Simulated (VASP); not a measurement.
**MnF2: single point with PBE**

Crystal: MnF2.

```
Mn F
1.0
     4.87380    0.00000    0.00000
     0.00000    4.87380    0.00000
     0.00000    0.00000    3.31070
Mn F
2 4
Direct
  0.50000 0.50000 0.50000
  0.00000 0.00000 0.00000
  0.80530 0.19470 0.50000
  0.69470 0.69470 0.00000
  0.19470 0.80530 0.50000
  0.30530 0.30530 0.00000
```

| Item | Value |
| --- | --- |
| Program | VASP 6.6.1 |
| Task | single point |
| Functional | PBE |
| Potentials or basis | VASP PAW PBE potentials, release 64 (Mn_pv, F) |
| Cutoff | 520 eV |
| k mesh | 6 × 6 × 8 |
| Occupations | gaussian, width 0.015 eV |
| Spin | collinear spin, ferromagnetic start |
| Starting moments | [4.0, 4.0, 0.0, 0.0, 0.0, 0.0] μB |
| Further INCAR settings | ALGO = Fast; EDIFF = 1e-06; NBANDS = 40 |

The pressure is 3.7 GPa, the largest force is 0.044 eV/Å and the band gap on the k mesh is 1.12 eV, direct. The net moment is 10.00 μB per cell. The site moments are Mn +4.59; F +0.09 μB and the valence electrons inside the program's atomic spheres are Mn 11.26; F 6.10.

Forces in eV/Å, atoms in the order of the input:
```
Mn   0.000  0.000  0.000
Mn   0.000  0.000  0.000
F   -0.031  0.031  0.000
F    0.031  0.031  0.000
F    0.031 -0.031  0.000
F   -0.031 -0.031  0.000
```

Stress tensor (GPa, compression positive):
```
3.55 0.00 0.00
0.00 3.55 0.00
0.00 0.00 4.03
```

Levels at points of the mesh, in eV from the valence-band top:
Spin up:
| k point | band 30 | band 31 | band 32 | band 33 | band 34 | band 35 |
| --- | --- | --- | --- | --- | --- | --- |
| (0.00, 0.00, 0.00) | -0.56 | -0.56 | 0.00 | 1.12 | 6.48 | 6.48 |
| (0.50, 0.00, 0.00) | -0.82 | -0.68 | -0.68 | 3.47 | 3.47 | 7.79 |
| (0.50, 0.50, 0.00) | -1.12 | -0.56 | -0.56 | 4.97 | 4.97 | 5.55 |
| (0.00, 0.00, 0.50) | -1.24 | -1.00 | -1.00 | 5.72 | 5.72 | 9.58 |
| (0.50, 0.00, 0.50) | -1.66 | -0.32 | -0.32 | 6.85 | 6.85 | 6.90 |
| (0.50, 0.50, 0.50) | -1.27 | -0.83 | -0.83 | 6.78 | 6.78 | 7.91 |
Spin down:
```csv
k point,band 18,band 19,band 20,band 21,band 22,band 23,band 24,band 25,band 26,band 27
"(0.00, 0.00, 0.00)",-5.93,-5.07,-4.68,-4.68,-4.39,1.70,1.75,2.14,2.22,2.22
"(0.50, 0.00, 0.00)",-5.69,-5.46,-5.46,-4.71,-4.71,1.92,1.92,2.34,2.34,2.36
"(0.50, 0.50, 0.00)",-5.50,-5.12,-5.12,-5.04,-5.04,1.79,1.79,2.24,2.24,2.38
"(0.00, 0.00, 0.50)",-5.71,-5.30,-5.30,-5.08,-5.08,2.15,2.15,2.25,2.25,2.29
"(0.50, 0.00, 0.50)",-5.96,-5.14,-5.14,-4.89,-4.89,1.88,1.88,2.29,2.29,2.49
"(0.50, 0.50, 0.50)",-5.69,-4.87,-4.87,-4.79,-4.79,2.12,2.12,2.23,2.23,2.36
```

Wall time 120 s on 1 thread of Intel(R) Xeon(R) 6975P-C (Granite Rapids) (shared host), peak memory 0.35 GiB.

Caveat: only a ferromagnetic start was run, and an antiferromagnetic order may lie lower in energy. PBE gaps usually lie below the measured ones, often by a third to a half.
